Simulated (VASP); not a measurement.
# Sn (Immm) in VASP: notebook

One crystal, Sn, is run at these levels: PBE; tasks: single point.

Program: VASP 6.6.1. These are calculated values, not measurements. Logs are shortened: lines on timing, memory, paths and dates and some standing lists are left out, and cuts for length are marked.

**1. The structure**

The structure is orthorhombic, space group Immm (No. 71). Conventional cell: a = 3.453 Å, b = 3.551 Å, c = 4.677 Å, α = 90.00°, β = 90.00°, γ = 90.00°. Around Sn (site symmetry mmm) lie 12 Sn at 3.41 to 3.55 Å.

This isn't the form of Sn at room conditions, which is tetragonal (white tin).

**2. Single point, PBE**

Input file INCAR:

```
SYSTEM = Sn
ADDGRID = .FALSE.
ALGO = Normal
EDIFF = 1E-7
ENCUT = 450
GGA = PE
ISIF = 2
ISMEAR = 1
LASPH = .TRUE.
LCHARG = .FALSE.
LREAL = .FALSE.
LWAVE = .FALSE.
NELM = 100
PREC = Accurate
SIGMA = 0.2
```

Input file KPOINTS:

```
k-points
0
G
  12 12 12
  0 0 0
```

Input file POSCAR:

```
Sn
1.0
   -1.7265390000      1.7755470000      2.3383420000
    1.7265390000     -1.7755470000      2.3383420000
    1.7265390000      1.7755470000     -2.3383420000
Sn
1
Direct
    0.0000000000      0.0000000000      0.0000000000
```

Potentials or basis: VASP PAW PBE potentials, release 64 (Sn).

Run with:

```console
> cat potpaw_PBE.64/Sn/POTCAR > POTCAR
> mpirun -np 1 vasp_std > vasp.out
```

OUTCAR:

```text
SYSTEM = Sn
   EDIFF = 1E-7
   ENCUT = 450
   GGA = PE
   ISIF = 2
   ISMEAR = 1
   LASPH = .TRUE.
   LREAL = .FALSE.
   NELM = 100
   PREC = Accurate

 Found    280 irreducible k-points:

 Following reciprocal coordinates:
            Coordinates               Weight
  0.000000  0.000000  0.000000      1.000000
  0.083333  0.000000 -0.000000      4.000000
  0.166667  0.000000 -0.000000      4.000000
  0.250000  0.000000 -0.000000      4.000000
  0.333333  0.000000  0.000000      4.000000
  0.416667  0.000000 -0.000000      4.000000
   k-points           NKPTS =    280   k-points in BZ     NKDIM =    280   number of bands    NBANDS=      6
   number of dos      NEDOS =    301   number of ions     NIONS =      1
   total plane-waves  NPLWV =  13824
   dimension x,y,z NGX =    24 NGY =   24 NGZ =   24
   dimension x,y,z NGXF=    48 NGYF=   48 NGZF=   48
   ions per type =               1
   NGX,Y,Z   is equivalent  to a cutoff of  11.71, 11.71, 11.71 a.u.
   NGXF,Y,Z  is equivalent  to a cutoff of  23.43, 23.43, 23.43 a.u.
 SYSTEM =  Sn
   PREC   = accura    normal or accurate (medium, high low for compatibility)
   ISTART =      0    job   : 0-new  1-cont  2-samecut
   ICHARG =      2    charge: 1-file 2-atom 10-const
   ISPIN  =      1    spin polarized calculation?
   LNONCOLLINEAR =      F non collinear calculations
   LSORBIT =      F    spin-orbit coupling
   LASPH  =      T    aspherical Exc in radial PAW
   ENCUT  =  450.0 eV  33.07 Ry    5.75 a.u.   5.89  5.89  5.89*2*pi/ulx,y,z
   NELM   =    100;   NELMIN=  2; NELMDL= -5     # of ELM steps
   EDIFF  = 0.1E-06   stopping-criterion for ELM
   LREAL  =      F    real-space projection
   EDIFFG = 0.1E-05   stopping-criterion for IOM
   NSW    =      0    number of steps for IOM
   IBRION =     -1    ionic relax: 0-MD 1-quasi-New 2-CG
   NFREE  =      0    steps in history (QN), initial steepest desc. (CG)
   ISIF   =      2    stress and relaxation
   ISYM   =      2    0-nonsym 1-usesym 2-fastsym
   POTIM  = 0.5000    time-step for ionic-motion
   TEBEG  =    0.0;   TEEND  =   0.0 temperature during run
   PSTRESS=    0.0 pullay stress
   NELECT =       4.0000    total number of electrons
   NUPDOWN=      -1.0000    fix difference up-down
   EMIN   =  10.00;   EMAX   =-10.00  energy-range for DOS
   EFERMI =   0.00;   METHOD = LEGACY
   ISMEAR =     1;   SIGMA  =   0.20  broadening in eV -4-tet -1-fermi 0-gaus
   EFERMI_NEDOS =   21; number of points for ismear=-14 and -15
   IALGO  =     38    algorithm
   IMIX   =      4    mixing-type and parameters
     AMIX     =   0.40;   BMIX     =  1.00
     AMIX_MAG =   1.60;   BMIX_MAG =  1.00
  volume/ion in A,a.u.               =      28.67       193.50
  Fermi-wavevector in a.u.,A,eV,Ry     =   0.849055  1.604482  9.808370  0.720895
  Thomas-Fermi vector in A             =   1.964816
   LORBIT       =      0    0 simple, 1 ext, 2 COOP (PROOUT), +10 PAW based schemes
   GGA     = PE    functional components
   LHFCALC =     F    Hartree Fock is set to
   AEXX    =    0.0000 exact exchange contribution
   IVDW    =     0    specifies the selected vdW correction
   LEPSILON=     F    determine dielectric tensor
   LRPA    =     F    only Hartree local field effects (RPA)
 non-spin polarized calculation
 Methfessel and Paxton  Order N= 1 SIGMA  =   0.20
  energy-cutoff  :      450.00
  volume of cell :       28.67
 maximum number of plane-waves:       634
   NGX = 11   NGY = 11   NGZ = 11

 number of electron       4.0000000 magnetization

 Free energy of the ion-electron system (eV)
  ---------------------------------------------------
  ext. energy  EPLUGINS =         0.00000000
  ---------------------------------------------------
  free energy    TOTEN  =        -3.76421533 eV

  energy without entropy =       -3.76315601  energy(sigma->0) =       -3.76386222

 E-fermi :   4.9442     XC(G=0):  -9.9666

 val. band max:        4.9318948474   @ k =   0.2500   0.0833  -0.0000
 cond. band min:       4.9666003459   @ k =   0.4167  -0.4167   0.1667
 fundamental gap:      0.0347054985
 Fermi energy:         4.9441961154

 k-point     1 :       0.0000    0.0000    0.0000
  band No.  band energies     occupation
      1      -5.8263      2.00000
      2      11.9799      0.00000
      3      12.1204      0.00000
      4      12.5293      0.00000
      5      15.5904      0.00000
      6      15.8004      0.00000

 k-point     2 :       0.0833    0.0000   -0.0000
  band No.  band energies     occupation
      1      -5.6920      2.00000
      2      10.6154      0.00000
      3      11.9433      0.00000
      4      12.2620      0.00000
      5      14.9265      0.00000
      6      16.3544      0.00000

 k-point     3 :       0.1667    0.0000   -0.0000
  band No.  band energies     occupation
      1      -5.2901      2.00000
      2       8.1525     -0.00000
      3      11.6627      0.00000
      4      11.6894      0.00000
      5      14.5761      0.00000
      6      16.8898      0.00000

 k-point     4 :       0.2500    0.0000   -0.0000
  band No.  band energies     occupation
      1      -4.6247      2.00000
      2       5.6884     -0.00000
      3      11.0952      0.00000
      4      11.3674      0.00000
      5      14.3829      0.00000
      6      16.1837      0.00000

 k-point     5 :       0.3333    0.0000    0.0000
  band No.  band energies     occupation
      1      -3.7126      2.00000
      2       3.4368      2.00000
      3      10.6123      0.00000
      4      11.1345      0.00000
      5      14.3454      0.00000
      6      15.5183      0.00000

 k-point     6 :       0.4167    0.0000   -0.0000
  band No.  band energies     occupation
      1      -2.6321      2.00000
      2       1.5362      2.00000
      3      10.3021      0.00000
      4      10.9920      0.00000
      5      14.4293      0.00000
      6      15.1058      0.00000

 [... further k-points ...]

------------------------ aborting loop because EDIFF is reached ----------------------------------------

  FORCE on cell =-STRESS in cart. coord.  units (eV):
  Direction    XX          YY          ZZ          XY          YZ          ZX
  --------------------------------------------------------------------------------------
  -------------------------------------------------------------------------------------
  Total       -0.1424280     -0.2755451     -0.2905534      0.0000000      0.0000000      0.0000000
  in kB       -7.9584643    -15.3966674    -16.2352863      0.0000000      0.0000000      0.0000000
  external PRESSURE =     -13.1968060 kB  Pullay stress =       0.0000000 kB

 VOLUME and BASIS-vectors are now :
 -----------------------------------------------------------------------------
  energy-cutoff  :      450.00
  volume of cell :       28.67
      direct lattice vectors                 reciprocal lattice vectors
    -1.726539000  1.775547000  2.338342000     0.000000000  0.281603359  0.213826720
     1.726539000 -1.775547000  2.338342000     0.289596702  0.000000000  0.213826720
     1.726539000  1.775547000 -2.338342000     0.289596702  0.281603359  0.000000000

 POSITION                                       TOTAL-FORCE (eV/Angst)
 -----------------------------------------------------------------------------------
      0.00000      0.00000      0.00000         0.000000      0.000000      0.000000
 -----------------------------------------------------------------------------------
    total drift:                                0.000000     -0.000000      0.000000

  FREE ENERGIE OF THE ION-ELECTRON SYSTEM (eV)
  ---------------------------------------------------
  free  energy   TOTEN  =        -3.7642153262 eV

  energy  without entropy=       -3.7631560062  energy(sigma->0) =       -3.76386222
```

Run time: 9.2 s. Hardware: 1 thread of Intel Xeon 6975P-C (Granite Rapids), shared host; peak memory 0.17 GiB.

The run converged, but some of its settings lie outside the range that counts as converged, so its numbers aren't taken as properties of the crystal.

Results:

| Property | Result |
| --- | --- |
| Free energy | -3.7642 eV |
| Pressure | -1.3 GPa |
| Band gap on the k mesh | none (metal or under the smearing width) |

**3. Single point, PBE**

INCAR is that of step 2.

KPOINTS is that of step 2.

Input file POSCAR:

```
Sn
1.0
   -1.6810770000      1.7214010000      2.3373330000
    1.7271670000     -1.7623000000      2.4024190000
    1.7145940000      1.7948920000     -2.3683880000
Sn
1
Direct
    0.0245380000     -0.0183670000      0.0024320000
```

Potentials or basis: VASP PAW PBE potentials, release 64 (Sn).

Run with:

```console
> cat potpaw_PBE.64/Sn/POTCAR > POTCAR
> mpirun -np 1 vasp_std > vasp.out
```

Wall time 27 s (1 thread of Intel Xeon 6975P-C (Granite Rapids), shared host); peak memory 0.25 GiB.

The run converged, but some of its settings lie outside the range that counts as converged, so its numbers aren't taken as properties of the crystal.

Results:

```
Free energy            : -3.7646 eV
Pressure               : -1.3 GPa
Band gap on the k mesh : none (metal or under the smearing width)
```

**4. Single point, PBE**

Edit INCAR of step 3 so:

```diff
@@ -14,2 +14,2 @@
 PREC = Accurate
-SIGMA = 0.2
+SIGMA = 0.4
```

KPOINTS is that of step 3.

Input file POSCAR:

```
Sn
1.0
   -1.7265390000      1.7755470000      2.3383420000
    1.7265390000     -1.7755470000      2.3383420000
    1.7265390000      1.7755470000     -2.3383420000
Sn
1
Direct
    0.0000000000      0.0000000000      0.0000000000
```

Run with:

```console
> cat potpaw_PBE.64/Sn/POTCAR > POTCAR
> mpirun -np 1 vasp_std > vasp.out
```

It took 11 s on 1 thread of Intel Xeon 6975P-C (Granite Rapids), shared host; peak memory 0.16 GiB.

These settings aren't checked as converged: the numbers below hold their error.

What came out:

```
Free energy            : -3.7663 eV
Pressure               : -1.2 GPa
Band gap on the k mesh : none (metal or under the smearing width)
```

**5. Single point, PBE**

INCAR is that of step 4.

KPOINTS is that of step 4.

Input file POSCAR:

```
Sn
1.0
   -1.6810770000      1.7214010000      2.3373330000
    1.7271670000     -1.7623000000      2.4024190000
    1.7145940000      1.7948920000     -2.3683880000
Sn
1
Direct
    0.0245380000     -0.0183670000      0.0024320000
```

Potentials or basis: VASP PAW PBE potentials, release 64 (Sn).

Run with:

```console
> cat potpaw_PBE.64/Sn/POTCAR > POTCAR
> mpirun -np 1 vasp_std > vasp.out
```

OUTCAR:

```text
SYSTEM = Sn
   EDIFF = 1E-7
   ENCUT = 450
   GGA = PE
   ISIF = 2
   ISMEAR = 1
   LASPH = .TRUE.
   LREAL = .FALSE.
   NELM = 100
   PREC = Accurate

 Found    868 irreducible k-points:

 Following reciprocal coordinates:
            Coordinates               Weight
  0.000000  0.000000  0.000000      1.000000
  0.083333  0.000000  0.000000      2.000000
  0.166667  0.000000  0.000000      2.000000
  0.250000  0.000000  0.000000      2.000000
  0.333333  0.000000  0.000000      2.000000
  0.416667  0.000000  0.000000      2.000000
   k-points           NKPTS =    868   k-points in BZ     NKDIM =    868   number of bands    NBANDS=      6
   number of dos      NEDOS =    301   number of ions     NIONS =      1
   total plane-waves  NPLWV =  13824
   dimension x,y,z NGX =    24 NGY =   24 NGZ =   24
   dimension x,y,z NGXF=    48 NGYF=   48 NGZF=   48
   ions per type =               1
   NGX,Y,Z   is equivalent  to a cutoff of  11.89, 11.59, 11.63 a.u.
   NGXF,Y,Z  is equivalent  to a cutoff of  23.79, 23.17, 23.26 a.u.
 SYSTEM =  Sn
   PREC   = accura    normal or accurate (medium, high low for compatibility)
   ISTART =      0    job   : 0-new  1-cont  2-samecut
   ICHARG =      2    charge: 1-file 2-atom 10-const
   ISPIN  =      1    spin polarized calculation?
   LNONCOLLINEAR =      F non collinear calculations
   LSORBIT =      F    spin-orbit coupling
   LASPH  =      T    aspherical Exc in radial PAW
[... 57 lines left out ...]

 k-point     1 :       0.0000    0.0000    0.0000
  band No.  band energies     occupation
      1      -5.8265      2.00000
      2      11.8350     -0.00000
      3      12.2033     -0.00000
      4      12.5666     -0.00000
      5      15.5969      0.00000
      6      15.7605      0.00000
[... 37 lines left out ...]
 k-point     6 :       0.4167    0.0000    0.0000
  band No.  band energies     occupation
      1      -2.5338      2.00000
      2       1.6216      2.00000
      3      10.2849     -0.00000
      4      10.6956     -0.00000
      5      14.3103      0.00000
      6      15.0784      0.00000

 [... further k-points ...]

------------------------ aborting loop because EDIFF is reached ----------------------------------------

  FORCE on cell =-STRESS in cart. coord.  units (eV):
  Direction    XX          YY          ZZ          XY          YZ          ZX
  --------------------------------------------------------------------------------------
  -------------------------------------------------------------------------------------
  Total       -0.1818271     -0.2435187     -0.2358171      0.0218279     -0.0049435      0.0003897
  in kB      -10.1599763    -13.6071250    -13.1767801      1.2196786     -0.2762281      0.0217732
  external PRESSURE =     -12.3146271 kB  Pullay stress =       0.0000000 kB

 VOLUME and BASIS-vectors are now :
 -----------------------------------------------------------------------------
  energy-cutoff  :      450.00
  volume of cell :       28.67
      direct lattice vectors                 reciprocal lattice vectors
    -1.681077000  1.721401000  2.337333000    -0.004822354  0.286321943  0.213499049
     1.727167000 -1.762300000  2.402419000     0.288499269 -0.000911461  0.208168231
     1.714594000  1.794892000 -2.368388000     0.287885548  0.281643047 -0.000369160

 POSITION                                       TOTAL-FORCE (eV/Angst)
 -----------------------------------------------------------------------------------
      1.65836     -1.68333      2.40989         0.000000      0.000000     -0.000000
 -----------------------------------------------------------------------------------
    total drift:                               -0.000000      0.000000      0.000000

  FREE ENERGIE OF THE ION-ELECTRON SYSTEM (eV)
  ---------------------------------------------------
  free  energy   TOTEN  =        -3.7664332014 eV

  energy  without entropy=       -3.7612253261  energy(sigma->0) =       -3.76469724
```

stdout:

```text
POSCAR found type information on POSCAR Sn
 POSCAR found :  1 types and       1 ions
 scaLAPACK will be used
 LDA part: xc-table for (Slater+PW92), standard interpolation
 POSCAR, INCAR and KPOINTS ok, starting setup
 FFT: planning ... GRIDC
 FFT: planning ... GRID_SOFT
 FFT: planning ... GRID
 WAVECAR not read
 entering main loop
```

Wall time 26 s (1 thread of Intel Xeon 6975P-C (Granite Rapids), shared host); peak memory 0.24 GiB.

The run converged, but some of its settings lie outside the range that counts as converged, so its numbers aren't taken as properties of the crystal.

What came out:

| Property | Result |
| --- | --- |
| Free energy | -3.7664 eV |
| Pressure | -1.2 GPa |
| Band gap on the k mesh | none (metal or under the smearing width) |

**6. For comparison**

An earlier run on the cell as given: functional PBE; potentials or basis VASP PAW PBE potentials, release 64 (Sn_d); cutoff 520 eV; k mesh 11 × 11 × 11; occupations fermi-dirac, width 0.05 eV; no spin polarisation.

* Pressure: -1.1 GPa
* Band gap on the k mesh: none (metal or under the smearing width)
